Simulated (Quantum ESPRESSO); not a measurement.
A calculation with Quantum ESPRESSO 7.5 of Al2Au (ASE script, structure from a P1 CIF):

File run.py:

```python
import numpy as np
from ase.calculators.espresso import Espresso, EspressoProfile
from ase.io import read

atoms = read('Al2Au.cif')

input_data = {
    'control': {'calculation': 'scf', 'prefix': 'pwscf', 'outdir': './tmp', 'tprnfor': True, 'tstress': True, 'disk_io': 'nowf'},
    'system': {'ecutwfc': 45.0, 'ecutrho': 360.0, 'nbnd': 15, 'occupations': 'smearing', 'smearing': 'fd', 'degauss': 0.00367493},
    'electrons': {'conv_thr': 6e-10, 'electron_maxstep': 120, 'mixing_beta': 0.5},
}
pseudopotentials = {'Al': 'al_pbesol_v1.uspp.F.UPF', 'Au': 'au_pbesol_v1.uspp.F.UPF'}
profile = EspressoProfile(command='mpirun -n 2 pw.x -nk 2', pseudo_dir='pseudo')
dft = Espresso(profile=profile, input_data=input_data, pseudopotentials=pseudopotentials, kpts=(8, 8, 8), koffset=(0, 0, 0))
atoms.calc = dft

print(f'energy {atoms.get_potential_energy():.8f} eV')
print('forces (eV/A)')
print(np.round(atoms.get_forces(), 6))
print('stress (eV/A^3, Voigt)')
print(np.round(atoms.get_stress(), 8))
print(f'Fermi level {dft.get_fermi_level():.4f} eV')
```

Al2Au.cif

```cif
data_Al2Au
_cell_length_a 4.24264069
_cell_length_b 4.24264069
_cell_length_c 4.24264069
_cell_angle_alpha 60.00000000
_cell_angle_beta 60.00000000
_cell_angle_gamma 60.00000000
_space_group_name_H-M_alt 'P1'
_space_group_name_Hall 'P 1'
_space_group_IT_number 1
loop_
_space_group_symop_operation_xyz
'x,y,z'
loop_
_atom_site_label
_atom_site_type_symbol
_atom_site_symmetry_multiplicity
_atom_site_Wyckoff_symbol
_atom_site_fract_x
_atom_site_fract_y
_atom_site_fract_z
_atom_site_occupancy
Au1 Au 1 a 0.0000000000 0.0000000000 0.0000000000 1
Al1 Al 1 a 0.7500000000 0.7500000000 0.7500000000 1
Al2 Al 1 a 0.2500000000 0.2500000000 0.2500000000 1
```

Potentials or basis: GBRV 1.5 PBEsol.

Launch:

```sh
$ OMP_NUM_THREADS=1 python run.py
```

**Question.** Write the same calculation in another form: native input, structure typed inline.

**Answer.** As run:

The input pw.in:

```
&CONTROL
  calculation = 'scf'
  prefix = 'pwscf'
  outdir = './tmp'
  pseudo_dir = './pseudo'
  tprnfor = .true.
  tstress = .true.
  disk_io = 'low'
/
&SYSTEM
  ibrav = 0
  nat = 3
  ntyp = 2
  ecutwfc = 45
  ecutrho = 360
  nbnd = 15
  occupations = 'smearing'
  smearing = 'fd'
  degauss = 0.00367493
/
&ELECTRONS
  conv_thr = 6d-10
  electron_maxstep = 120
  mixing_beta = 0.5
/
ATOMIC_SPECIES
Au   196.9666 au_pbesol_v1.uspp.F.UPF
Al    26.9815 al_pbesol_v1.uspp.F.UPF
CELL_PARAMETERS angstrom
   0.0000000000    3.0000000000    3.0000000000
   3.0000000000    0.0000000000    3.0000000000
   3.0000000000    3.0000000000    0.0000000000
ATOMIC_POSITIONS crystal
Au     0.0000000000    0.0000000000    0.0000000000
Al     0.7500000000    0.7500000000    0.7500000000
Al     0.2500000000    0.2500000000    0.2500000000
K_POINTS automatic
8 8 8 0 0 0
```

The input pp_density.in:

```
&INPUTPP
  prefix = 'pwscf'
  outdir = './tmp'
  filplot = 'density.dat'
  plot_num = 0
/
&PLOT
  nfile = 1
  filepp(1) = 'density.dat'
  iflag = 3
  output_format = 6
  fileout = 'density.cube'
/
```

File pp_potential.in:

```
&INPUTPP
  prefix = 'pwscf'
  outdir = './tmp'
  filplot = 'potential.dat'
  plot_num = 11
/
&PLOT
  nfile = 1
  filepp(1) = 'potential.dat'
  iflag = 3
  output_format = 6
  fileout = 'potential.cube'
/
```

Potentials or basis: GBRV 1.5 PBEsol.

Command:

```sh
$ OMP_NUM_THREADS=1 mpirun -n 2 pw.x -nk 2 -in pw.in > pw.out
$ OMP_NUM_THREADS=1 mpirun -n 1 pp.x -in pp_density.in > pp_density.out
$ OMP_NUM_THREADS=1 mpirun -n 1 pp.x -in pp_potential.in > pp_potential.out
```

Both were run:

|  | ASE script, structure from a P1 CIF | native input, structure typed inline |
| --- | --- | --- |
| Pressure | -0.2 GPa | -0.1 GPa |
| Band gap on the k mesh | none (metal or under the smearing width) | none (metal or under the smearing width) |

Keys that steer only the numerical path or the files written may differ.
